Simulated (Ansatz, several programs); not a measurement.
AlP (started from an entry of an open crystallographic database), relaxed with PBE in Ansatz (plane waves, PAW): space group F-43m (No. 216), cubic; conventional cell a = 5.507 Å, 20.87 Å³ an atom. Around Al lie 4 P at 2.38 Å; around P lie 4 Al at 2.38 Å. The cell was then scaled with its shape and fractional coordinates held. No spin polarisation and no zero-point or thermal motion.

```
V (Å³/atom)  E (meV/atom)
     19.622         22.24
     20.874          0.00
     21.500          4.33
     22.127         17.03
```

Question: Pass a cubic E = c₀ + c₁u + c₂u² + c₃u³, with u = V − 21.031 Å³, through these points.

Answer: c₀ = 0.22, c₁ = +3.328, c₂ = 12.048, c₃ = -0.9968 (meV and Å³).

Question: Where is the minimum, and what bulk modulus follows?

Answer: dE/du = 0 at u = -0.136, so V₀ = 20.90 Å³. B = V₀ d²E/dV² = 20.90 × (2c₂ + 6c₃u) = 20.90 × 24.909 = 520 meV/Å³, and 1 meV/Å³ is 0.16022 GPa: 83 GPa. A third-order Birch-Murnaghan fit to all five points gives 20.89 Å³ and 83 GPa.

Question: Predict the energy and the pressure at the withheld volume, 20.248 Å³.

Answer: With u = -0.783: E ≈ 5.48 meV and P = −dE/dV ≈ +2.78 GPa. The run gives 5.41 meV and, from its stress, +2.77 GPa.
